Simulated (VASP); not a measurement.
Set up this calculation in VASP 6.6.1, as the native input.

```
Task                   : relaxation of cell and atoms
Functional             : rev-vdW-DF2
Potentials or basis    : VASP PAW PBE potentials, release 64 (Rh_pv)
Cutoff                 : 600 eV
k mesh                 : 16 × 16 × 16
Occupations            : methfessel-paxton, width 0.1 eV
Spin                   : no spin polarisation
Further INCAR settings : ALGO = Normal; EDIFF = 1e-06; IBRION = 2; EDIFFG = -0.01; NSW = 90; ISIF = 3
```

The structure of Rh lies in POSCAR:

```
Rh
1.0
    0.0000000000      1.8978500000      1.8978500000
    1.8978500000      0.0000000000      1.8978500000
    1.8978500000      1.8978500000      0.0000000000
Rh
1
Direct
    0.0000000000      0.0000000000      0.0000000000
```

The input as run:

INCAR

```
SYSTEM = Rh
PREC = Accurate ; ENCUT = 600
EDIFF = 1E-6 ; ISMEAR = 1
SIGMA = 0.1 ; LREAL = .False.
LASPH = .True. ; NELM = 80
ALGO = Normal ; ISIF = 3
LWAVE = .False. ; LCHARG = .False.
GGA = MK ; LUSE_VDW = .True.
AGGAC = 0.0 ; PARAM1 = 0.1234
PARAM2 = 0.711357 ; ZAB_VDW = -1.8867
IBRION = 2 ; NSW = 90
EDIFFG = -0.01
```

KPOINTS

```
Automatic mesh
0
Gamma
  16 16 16
  0 0 0
```

Potentials or basis: VASP PAW PBE potentials, release 64 (Rh_pv).

Run with:

```bash
$ cat potpaw_PBE.64/Rh_pv/POTCAR > POTCAR
$ mpirun -np 1 vasp_std > vasp.out
```

Results of the run:

```yaml
Relaxed_volume: 13.79 Å³/atom
Relaxed_cell: a = 2.691 Å, b = 2.691 Å, c = 2.691 Å, α = 60.00°, β = 60.00°, γ = 60.00°
Space_group_after_relaxing_to_0.05_Å: Fm-3m (No. 225)
Energy_gained_by_relaxing: 0.8 meV/atom
Ionic_steps: 3
Pressure_after_relaxing: 0.0 GPa
Band_gap_on_the_k_mesh: none (metal or under the smearing width)
```

Caveat: the PAW data sets were made with another functional, which shifts forces and pressure a little.

Run time: 44 s on 1 thread of Intel(R) Xeon(R) 6975P-C (Granite Rapids) (shared host), peak memory 0.28 GiB.
